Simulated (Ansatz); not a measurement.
**RbCl: properties at the relaxed cell**

This session takes RbCl and sets out to repeat the electronic structure at other levels of theory.

Computed with Ansatz 0.2.0 (DFT PBE, scalar-relativistic, plane waves, PAW, unless a step's input says otherwise).

### Step 1. The structure to begin with

The structure is cubic, space group Fm-3m (No. 225). Conventional cell: a = 6.698 Å, b = 6.698 Å, c = 6.698 Å, α = 90.00°, β = 90.00°, γ = 90.00°. Around Rb (site symmetry m-3m) lie 6 Cl at 3.35 Å. Cl (site symmetry m-3m) has 6 Rb at 3.35 Å as nearest neighbours.

Coordinates:

```
CELL_PARAMETERS angstrom
0.00000 3.34913 3.34913
3.34913 0.00000 3.34913
3.34913 3.34913 0.00000
ATOMIC_POSITIONS crystal
Rb 0.00000 0.00000 0.00000
Cl 0.50000 0.50000 0.50000
```

It is the result of an earlier relaxation at this level (volume 37.57 Å³/atom; gap on the mesh: 4.84 eV).

### Step 2. The same geometry with PBE with spin-orbit coupling

input.yaml

```yaml
crystal:
  lattice:
    - [0.0, 3.3491260158, 3.3491260158]
    - [3.3491260158, 0.0, 3.3491260158]
    - [3.3491260158, 3.3491260158, 0.0]
  atoms:
    - { symbol: Rb, position: [0.0, 0.0, 0.0] }
    - { symbol: Cl, position: [0.5, 0.5, 0.5] }
basis:
  ecutwfc: 420
kpoints:
  mp_grid: { grid: [6, 6, 6] }
  band_path:
    path:
      - [[0.0, 0.0, 0.0], [0.5, 0.0, 0.5], [0.625, 0.25, 0.625]]
      - [[0.375, 0.375, 0.75], [0.0, 0.0, 0.0], [0.5, 0.5, 0.5], [0.5, 0.25, 0.75], [0.5, 0.0, 0.5]]
    npoints: 10
hamiltonian:
  xc: pbe
scf:
  occupations: { method: gaussian, width: 0.02 }
output:
  forces: true
  stress: true
  eigenvalues: true
  populations: true
  dos: { projected: true, de: 0.02 }
  bader: false
  write_density: true
  write_potential: true
  elf: true
  volumetric_format: npy
magnetization:
  noncollinear: true
  spin_orbit: true
```

On the command line:

```bash
> ansatz run input.yaml --threads 1 --pin off --max-ram 2560MiB --backend cpu --events-out ev --progress --plain --runs-dir out
```

### Step 3. Seeking the band edges over the whole zone (PBE with spin-orbit coupling)

input.yaml

```yaml
crystal:
  lattice:
    - [0.0, 3.3491260158, 3.3491260158]
    - [3.3491260158, 0.0, 3.3491260158]
    - [3.3491260158, 3.3491260158, 0.0]
  atoms:
    - { symbol: Rb, position: [0.0, 0.0, 0.0] }
    - { symbol: Cl, position: [0.5, 0.5, 0.5] }
basis:
  ecutwfc: 420
kpoints:
  mp_grid: { grid: [6, 6, 6] }
  band_path: { path: [VBM, CBM], npoints: 2 }
hamiltonian:
  xc: pbe
scf:
  occupations: { method: gaussian, width: 0.02 }
output:
  forces: false
  stress: false
  eigenvalues: true
magnetization:
  noncollinear: true
  spin_orbit: true
checkpoint:
  read: start.run
  write: ck
  compress: false
  write_wavefunctions: false
  write_every: 100000
```

### Step 4. Eigenvalues a small step from each edge (PBE with spin-orbit coupling)

input.yaml, as its differences from that of step 3:

```diff
@@ -12,3 +12,2 @@
   mp_grid: { grid: [6, 6, 6] }
-  band_path: { path: [VBM, CBM], npoints: 2 }
 hamiltonian:
@@ -21,2 +20,35 @@
   eigenvalues: true
+  eigenstates:
+    kpoints:
+      - [0.0, 0.0, 0.0]
+      - [0.0, 0.010660599, 0.010660599]
+      - [0.0, -0.010660599, -0.010660599]
+      - [0.010660599, 0.0, 0.010660599]
+      - [-0.010660599, 0.0, -0.010660599]
+      - [0.010660599, 0.010660599, 0.0]
+      - [-0.010660599, -0.010660599, 0.0]
+      - [0.007538182, 0.007538182, 0.015076364]
+      - [-0.007538182, -0.007538182, -0.015076364]
+      - [0.007538182, 0.015076364, 0.007538182]
+      - [-0.007538182, -0.015076364, -0.007538182]
+      - [0.015076364, 0.007538182, 0.007538182]
+      - [-0.015076364, -0.007538182, -0.007538182]
+      - [0.0123098, 0.0123098, 0.0123098]
+      - [-0.0123098, -0.0123098, -0.0123098]
+      - [0.0, 0.0, 0.0]
+      - [0.0, 0.010660599, 0.010660599]
+      - [0.0, -0.010660599, -0.010660599]
+      - [0.010660599, 0.0, 0.010660599]
+      - [-0.010660599, 0.0, -0.010660599]
+      - [0.010660599, 0.010660599, 0.0]
+      - [-0.010660599, -0.010660599, 0.0]
+      - [0.007538182, 0.007538182, 0.015076364]
+      - [-0.007538182, -0.007538182, -0.015076364]
+      - [0.007538182, 0.015076364, 0.007538182]
+      - [-0.007538182, -0.015076364, -0.007538182]
+      - [0.015076364, 0.007538182, 0.007538182]
+      - [-0.015076364, -0.007538182, -0.007538182]
+      - [0.0123098, 0.0123098, 0.0123098]
+      - [-0.0123098, -0.0123098, -0.0123098]
+    e_range: [-6.292177, 6.292177]
 magnetization:
```

(Steps that only read results are left out.)

What does the calculation give? Wanted: gap; gap over the zone; valence top, conduction bottom; hole masses; electron masses.

The runs gave:

| quantity | value |
| --- | --- |
| gap (PBE with spin-orbit coupling) | 4.79 eV, direct on the path |
| gap over the zone (PBE with spin-orbit coupling) | 4.79 eV, direct |
| valence top, conduction bottom (fractional k) (PBE with spin-orbit coupling) | (0.000, 0.000, 0.000), (0.000, 0.000, 0.000) |
| hole masses (PBE with spin-orbit coupling) | 1.04 to 8.24 m0 along the directions sampled |
| electron masses (PBE with spin-orbit coupling) | 0.44 to 0.44 m0 along the directions sampled |

What this shows: The gap runs from 4.79 eV with PBE with spin-orbit coupling to 4.84 eV with PBE. Spin-orbit coupling moves it by -0.04 eV.
